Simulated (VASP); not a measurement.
# C (P6_3/mmc) in VASP: relaxation of cell and atoms with r2SCAN

Aim: the relaxation of cell and atoms of C with r2SCAN.

All numbers are computed with VASP 6.6.1; they aren't measurements. Logs are shortened: lines on timing, memory, paths and dates and some standing lists are left out, and cuts for length are marked.

## Step 1: The structure

It takes space group P6_3/mmc (No. 194, hexagonal). The conventional cell has a = 2.456 Å, b = 2.456 Å, c = 6.696 Å, α = 90.00°, β = 90.00°, γ = 120.00°. C (site symmetry -6m2) is surrounded by 3 C at 1.42 Å. C (site symmetry -6m2) is surrounded by 3 C at 1.42 Å.

## Step 2: Relaxation of cell and atoms, r2SCAN

INCAR reads:

```
SYSTEM = C
PREC = Accurate ; ENCUT = 600
EDIFF = 1E-7 ; ISMEAR = 0
SIGMA = 0.02 ; LREAL = .FALSE.
LASPH = .TRUE. ; NELM = 60
ALGO = Normal ; ISIF = 3
LWAVE = .FALSE. ; LCHARG = .FALSE.
METAGGA = R2SCAN ; LMIXTAU = .TRUE.
IBRION = 2 ; NSW = 80
EDIFFG = -0.004
```

KPOINTS reads:

```
regular mesh
0
G
  12 12 4
  0 0 0
```

POSCAR reads:

```
C
1.0
    2.4560000000      0.0000000000      0.0000000000
   -1.2280000000      2.1269583900      0.0000000000
    0.0000000000      0.0000000000      6.6960000000
C
4
Direct
    0.0000000000      0.0000000000      0.7500000000
    0.0000000000      0.0000000000      0.2500000000
    0.3333333300      0.6666666700      0.7500000000
    0.6666666700      0.3333333300      0.2500000000
```

Potentials or basis: VASP PAW PBE potentials, release 64 (C).

Run with:

```console
$ cat potpaw_PBE.64/C/POTCAR > POTCAR
$ mpirun -np 1 vasp_std > vasp.out
```

OUTCAR:

```text
SYSTEM = C
   PREC = Accurate
   ENCUT = 600
   EDIFF = 1E-7
   ISMEAR = 0
   LREAL = .FALSE.
   LASPH = .TRUE.
   NELM = 60
   ISIF = 3
   METAGGA = R2SCAN
   IBRION = 2
   NSW = 80
   EDIFFG = -0.004

 ion  position               nearest neighbor table
   1  0.000  0.000  0.750-   3 1.42   3 1.42   3 1.42
   2  0.000  0.000  0.250-   4 1.42   4 1.42   4 1.42
   3  0.333  0.667  0.750-   1 1.42   1 1.42   1 1.42
   4  0.667  0.333  0.250-   2 1.42   2 1.42   2 1.42

  LATTYP: Found a hexagonal cell.
 ALAT       =     2.4560000000
 C/A-ratio  =     2.7263843648

  Lattice vectors:

 A1 = (   2.4560000000,   0.0000000000,   0.0000000000)
 A2 = (  -1.2280000000,   2.1269583900,   0.0000000000)
 A3 = (   0.0000000000,   0.0000000000,   6.6960000000)

Analysis of symmetry for initial positions (statically):
=====================================================================
 Subroutine PRICEL returns:
 Original cell was already a primitive cell.

 Routine SETGRP: Setting up the symmetry group for a
 hexagonal supercell.

 Subroutine GETGRP returns: Found 24 space group operations
 (whereof 12 operations were pure point group operations)
 out of a pool of 24 trial point group operations.

The static configuration has the point symmetry D_3d.
 The point group associated with its full space group is D_6h.

Analysis of symmetry for dynamics (positions and initial velocities):
=====================================================================
 Subroutine PRICEL returns:
 Original cell was already a primitive cell.

 Routine SETGRP: Setting up the symmetry group for a
 hexagonal supercell.

 Subroutine GETGRP returns: Found 24 space group operations
 (whereof 12 operations were pure point group operations)
 out of a pool of 24 trial point group operations.

The dynamic configuration has the point symmetry D_3d.
 The point group associated with its full space group is D_6h.

 Subroutine INISYM returns: Found 24 space group operations
 (whereof 12 operations are pure point group operations),
 and found     1 'primitive' translations

----------------------------------------------------------------------------------------

                                     Primitive cell

  volume of cell :      34.9786

  direct lattice vectors                    reciprocal lattice vectors
     2.456000000  0.000000000  0.000000000     0.407166124  0.235077471  0.000000000
    -1.228000000  2.126958390  0.000000000     0.000000000  0.470154943  0.000000000
     0.000000000  0.000000000  6.696000000     0.000000000  0.000000000  0.149342891

  length of vectors
     2.456000000  2.455999999  6.696000000     0.470154942  0.470154943  0.149342891

  position of ions in fractional coordinates (direct lattice)
     0.000000000  0.000000000  0.750000000
     0.000000000  0.000000000  0.250000000
     0.333333330  0.666666670  0.750000000
     0.666666670  0.333333330  0.250000000

  ion indices of the primitive-cell ions
   primitive index   ion index
                 1           1
                 2           2
                 3           3
                 4           4

----------------------------------------------------------------------------------------

 KPOINTS: regular mesh

Automatic generation of k-mesh.
 Grid dimensions read from file:
 generate k-points for:   12   12    4

 Generating k-lattice:

  Cartesian coordinates                     Fractional coordinates (reciprocal lattice)
     0.033930510  0.019589789  0.000000000     0.083333333  0.000000000  0.000000000
     0.000000000  0.039179579  0.000000000     0.000000000  0.083333333  0.000000000
     0.000000000  0.000000000  0.037335723     0.000000000  0.000000000  0.250000000

  Length of vectors
     0.039179579  0.039179579  0.037335723

  Shift w.r.t. Gamma in fractional coordinates (k-lattice)
     0.000000000  0.000000000  0.000000000

 Subroutine IBZKPT returns following result:
 ===========================================

 Found     57 irreducible k-points:

 Following reciprocal coordinates:
            Coordinates               Weight
  0.000000  0.000000  0.000000      1.000000
  0.083333  0.000000  0.000000      6.000000
  0.166667 -0.000000  0.000000      6.000000
  0.250000  0.000000  0.000000      6.000000
  0.333333 -0.000000  0.000000      6.000000
  0.416667 -0.000000  0.000000      6.000000
[... 16 lines left out ...]
  0.250000  0.000000  0.250000     12.000000
  0.333333 -0.000000  0.250000     12.000000
 [... further k-points ...]
   k-points           NKPTS =     57   k-points in BZ     NKDIM =     57   number of bands    NBANDS=     12
   number of dos      NEDOS =    301   number of ions     NIONS =      4
   total plane-waves  NPLWV =  21600
   dimension x,y,z NGX =    20 NGY =   20 NGZ =   54
   dimension x,y,z NGXF=    40 NGYF=   40 NGZF=  108
   ions per type =               4
   NGX,Y,Z   is equivalent  to a cutoff of  13.54, 13.54, 13.41 a.u.
   NGXF,Y,Z  is equivalent  to a cutoff of  27.08, 27.08, 26.81 a.u.
 SYSTEM =  C
   PREC   = accura    normal or accurate (medium, high low for compatibility)
   ISTART =      0    job   : 0-new  1-cont  2-samecut
   ICHARG =      2    charge: 1-file 2-atom 10-const
   ISPIN  =      1    spin polarized calculation?
   LNONCOLLINEAR =      F non collinear calculations
   LSORBIT =      F    spin-orbit coupling
   LASPH  =      T    aspherical Exc in radial PAW
   ENCUT  =  600.0 eV  44.10 Ry    6.64 a.u.   4.91  4.91 13.37*2*pi/ulx,y,z
   NELM   =     60;   NELMIN=  2; NELMDL= -5     # of ELM steps
   EDIFF  = 0.1E-06   stopping-criterion for ELM
   LREAL  =      F    real-space projection
   EDIFFG = -.4E-02   stopping-criterion for IOM
   NSW    =     80    number of steps for IOM
   IBRION =      2    ionic relax: 0-MD 1-quasi-New 2-CG
   NFREE  =      1    steps in history (QN), initial steepest desc. (CG)
   ISIF   =      3    stress and relaxation
   ISYM   =      2    0-nonsym 1-usesym 2-fastsym
   POTIM  = 0.5000    time-step for ionic-motion
   TEBEG  =    0.0;   TEEND  =   0.0 temperature during run
   PSTRESS=    0.0 pullay stress
   NELECT =      16.0000    total number of electrons
   NUPDOWN=      -1.0000    fix difference up-down
   EMIN   =  10.00;   EMAX   =-10.00  energy-range for DOS
   EFERMI =   0.00;   METHOD = LEGACY
   ISMEAR =     0;   SIGMA  =   0.02  broadening in eV -4-tet -1-fermi 0-gaus
   EFERMI_NEDOS =   21; number of points for ismear=-14 and -15
   IALGO  =     38    algorithm
   IMIX   =      4    mixing-type and parameters
     AMIX     =   0.40;   BMIX     =  1.00
     AMIX_MAG =   1.60;   BMIX_MAG =  1.00
  volume/ion in A,a.u.               =       8.74        59.01
  Fermi-wavevector in a.u.,A,eV,Ry     =   1.261384  2.383670 21.648079  1.591089
  Thomas-Fermi vector in A             =   2.394846
   LORBIT       =      0    0 simple, 1 ext, 2 COOP (PROOUT), +10 PAW based schemes
   METAGGA = R2SCAN    functional components
   LHFCALC =     F    Hartree Fock is set to
   AEXX    =    0.0000 exact exchange contribution
   IVDW    =     0    specifies the selected vdW correction
   LEPSILON=     F    determine dielectric tensor
   LRPA    =     F    only Hartree local field effects (RPA)
 conjugate gradient relaxation of ions
 non-spin polarized calculation
 Gauss-broadening in eV      SIGMA  =   0.02
  energy-cutoff  :      600.00
  volume of cell :       34.98
 maximum number of plane-waves:      1194
 NGX is ok and might be reduce to    20
   NGX =  9   NGY =  9   NGZ = 27

--------------------------------------- Ionic step        1  -------------------------------------------

 number of electron      16.0000001 magnetization

 Free energy of the ion-electron system (eV)
  ---------------------------------------------------
  ext. energy  EPLUGINS =         0.00000000
  ---------------------------------------------------
  free energy    TOTEN  =       -39.74869485 eV

  energy without entropy =      -39.74839835  energy(sigma->0) =      -39.74854660

------------------------ aborting loop because EDIFF is reached ----------------------------------------

  FORCE on cell =-STRESS in cart. coord.  units (eV):
  Direction    XX          YY          ZZ          XY          YZ          ZX
  --------------------------------------------------------------------------------------
  -------------------------------------------------------------------------------------
  Total        0.0699360      0.0699360      0.2340996     -0.0000000      0.0000000      0.0000000
  in kB        3.2033795      3.2033795     10.7228078     -0.0000000      0.0000000      0.0000000
  external PRESSURE =       5.7098556 kB  Pullay stress =       0.0000000 kB
[... 95 lines left out ...]
  FREE ENERGIE OF THE ION-ELECTRON SYSTEM (eV)
  ---------------------------------------------------
  free  energy   TOTEN  =       -39.7494018081 eV

  energy  without entropy=      -39.7490986319  energy(sigma->0) =      -39.74925022

[... ionic steps 4 to 9 ...]

--------------------------------------- Ionic step       10  -------------------------------------------

 number of electron      16.0000000 magnetization

------------------------ aborting loop because EDIFF is reached ----------------------------------------
[... 71 lines left out ...]
--------------------------------------- Ionic step       12  -------------------------------------------

 number of electron      16.0000000 magnetization

 Free energy of the ion-electron system (eV)
  ---------------------------------------------------
  ext. energy  EPLUGINS =         0.00000000
  ---------------------------------------------------
  free energy    TOTEN  =       -39.75266660 eV

  energy without entropy =      -39.75232628  energy(sigma->0) =      -39.75249644

 E-fermi :   4.3938     XC(G=0): -10.9092

 val. band max:        4.3925297878   @ k =   0.3333   0.3333   0.2500
 cond. band min:       4.3983604026   @ k =   0.3333   0.3333   0.5000
 fundamental gap:      0.0058306148
 Fermi energy:         4.3938489732

 k-point     1 :       0.0000    0.0000    0.0000
  band No.  band energies     occupation
      1     -16.5402      2.00000
      2     -16.3107      2.00000
      3      -4.5084      2.00000
      4      -2.8021      2.00000
      5       1.1880      2.00000
      6       1.1880      2.00000
      7       1.2016      2.00000
      8       1.2016      2.00000
      9       8.5579      0.00000
     10      13.1094      0.00000
     11      13.1094      0.00000
     12      13.1502      0.00000
[... 331 lines left out ...]
 k-point    24 :       0.3333   -0.0000    0.2500
  band No.  band energies     occupation
      1     -13.7497      2.00000
      2     -13.6128      2.00000
      3      -5.9151      2.00000
      4      -5.8428      2.00000
      5      -1.7534      2.00000
      6      -1.7258      2.00000
      7      -1.0407      2.00000
      8      -0.0034      2.00000
      9       9.4021      0.00000
     10       9.9897      0.00000
     11      12.3115      0.00000
     12      12.4630      0.00000

 [... further k-points ...]

------------------------ aborting loop because EDIFF is reached ----------------------------------------

  FORCE on cell =-STRESS in cart. coord.  units (eV):
  Direction    XX          YY          ZZ          XY          YZ          ZX
  --------------------------------------------------------------------------------------
  -------------------------------------------------------------------------------------
  Total       -0.0013056     -0.0013056      0.0032186     -0.0000000      0.0000000      0.0000000
  in kB       -0.0577288     -0.0577288      0.1423111     -0.0000000      0.0000000      0.0000000
  external PRESSURE =       0.0089512 kB  Pullay stress =       0.0000000 kB
[... 19 lines left out ...]
  FREE ENERGIE OF THE ION-ELECTRON SYSTEM (eV)
  ---------------------------------------------------
  free  energy   TOTEN  =       -39.7526665999 eV

  energy  without entropy=      -39.7523262760  energy(sigma->0) =      -39.75249644

 reached required accuracy - stopping structural energy minimisation
```

Wall time 19 min (1 thread of Intel Xeon Platinum 8259CL at 2.50GHz (Skylake/Cascade Lake), shared host); peak memory 0.17 GiB.

What came out:

| Item | Value |
| --- | --- |
| Free energy | -39.7527 eV |
| Relaxed volume | 9.06 Å³/atom |
| Relaxed cell | a = 2.457 Å, b = 2.457 Å, c = 6.931 Å, α = 90.00°, β = 90.00°, γ = 120.00° |
| Space group after relaxing (to 0.05 Å) | P6_3/mmc (No. 194) |
| Energy gained by relaxing | 1.0 meV/atom |
| Ionic steps | 12 |
| Pressure after relaxing | 0.0 GPa |
| Band gap on the k mesh | none (metal or under the smearing width) |

Step by step:
```
step  energy change (eV)  largest force (eV/Å)  pressure (GPa)  volume (Å³)
   1              0.0000                0.0000            0.57        34.98
   2             -0.0006                0.0000           -0.15        35.14
   3             -0.0007                0.0000           -0.68        35.25
   4             -0.0009                0.0000           -0.66        35.28
   5             -0.0014                0.0000           -0.58        35.35
   6             -0.0023                0.0000           -0.44        35.50
   7             -0.0034                0.0000           -0.15        35.80
   8             -0.0038                0.0000            0.45        36.40
   9             -0.0039                0.0000            0.24        36.20
  10             -0.0039                0.0000            0.22        36.18
  11             -0.0040                0.0000           -0.07        36.25
  12             -0.0040                0.0000            0.00        36.24
```

Final structure:
```yaml
crystal:
  lattice:
    - [2.45700, 0.00000, 0.00000]
    - [-1.22850, 2.12782, 0.00000]
    - [0.00000, 0.00000, 6.93104]
  atoms:
    - { symbol: C, position: [0.00000, 0.00000, 0.75000] }
    - { symbol: C, position: [0.00000, 0.00000, 0.25000] }
    - { symbol: C, position: [0.33333, 0.66667, 0.75000] }
    - { symbol: C, position: [0.66667, 0.33333, 0.25000] }
```

Levels at points of the mesh, in eV from the Fermi level:
```
           k point  band 4  band 5  band 6  band 7  band 8  band 9  band 10  band 11  band 12
(0.00, 0.00, 0.00)   -7.20   -3.21   -3.21   -3.19   -3.19    4.16     8.72     8.72     8.76
(0.50, 0.00, 0.00)  -14.03   -6.83   -6.79   -2.87   -2.27    1.61     2.25     7.61     7.94
(0.00, 0.00, 0.50)   -8.13   -3.20   -3.20   -3.20   -3.20    6.68     6.68     8.74     8.74
(0.50, 0.00, 0.50)  -14.07   -6.81   -6.81   -2.52   -2.52    1.77     1.77     7.77     7.77
```

Caveat: the PAW data sets were made with another functional, which shifts forces and pressure a little. Zero-point motion and thermal expansion aren't in these numbers.
